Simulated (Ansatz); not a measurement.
## Ag: course of a relaxation

Method: DFT r2SCAN, scalar-relativistic, plane waves, PAW (Ansatz). (500 eV cutoff, 24×24×12 k-mesh, Gaussian smearing of 0.10 eV, no spin polarisation)

What was changed: biaxial strain in the a-b plane, c and atoms relaxed: -2.0 %.

Command:

```bash
ansatz run input.yaml --threads 1 --pin off --max-ram 2560MiB --backend cpu --events-out ev --progress --plain --runs-dir out
```

Input:

```yaml
crystal:
  lattice:
    - [2.8456021542, 0.0, 0.0]
    - [-1.4228010771, 2.4643637546, 0.0]
    - [0.0, 0.0, 4.80450999]
  atoms:
    - { symbol: Ag, position: [0.3333333333, 0.6666666667, 0.25] }
    - { symbol: Ag, position: [0.6666666667, 0.3333333333, 0.75] }
basis:
  ecutwfc: 500
kpoints:
  mp_grid: { grid: [24, 24, 12] }
hamiltonian:
  xc: r2scan
scf:
  occupations: { method: gaussian, width: 0.1 }
output:
  forces: true
  stress: true
  eigenvalues: true
relax:
  adjacent_minimum: "off"
  f_tol: 0.008
  max_steps: 40
  cell: { stress_tol: 0.015, fix: [a, b, gamma] }
```

F is the free energy. Steps run on the plane waves of an earlier cell, but the last one, and at times one on the way, on a freshly chosen basis, so a repeated geometry can differ a little in energy. The held parts of the cell keep their stress, so P needn't end at zero.

Steps:

```csv
step,F − F(1) (eV),largest force component (eV/Å),V (Å³/atom),P (GPa)
1,0.0000,0.000,16.846,3.20
2,-0.0005,0.000,16.990,2.29
3,-0.0006,0.000,16.954,2.51
4,-0.0007,0.000,16.954,2.51
```

Relaxed structure:

```yaml
crystal:
  lattice:
    - [2.84560, 0.00000, 0.00000]
    - [-1.42280, 2.46436, 0.00000]
    - [0.00000, 0.00000, 4.83525]
  atoms:
    - { symbol: Ag, position: [0.33333, 0.66667, 0.25000] }
    - { symbol: Ag, position: [0.66667, 0.33333, 0.75000] }
```

It takes space group P6_3/mmc (No. 194, hexagonal). Conventional cell: a = 2.846 Å, b = 2.846 Å, c = 4.835 Å, α = 90.00°, β = 90.00°, γ = 120.00°. Ag (site symmetry -6m2) has 12 Ag at 2.85 to 2.92 Å as nearest neighbours.

The run converged. It took 2.2 min on 1 thread of Intel(R) Xeon(R) Platinum 8488C (Sapphire Rapids), on a shared host, peak memory 0.71 GiB.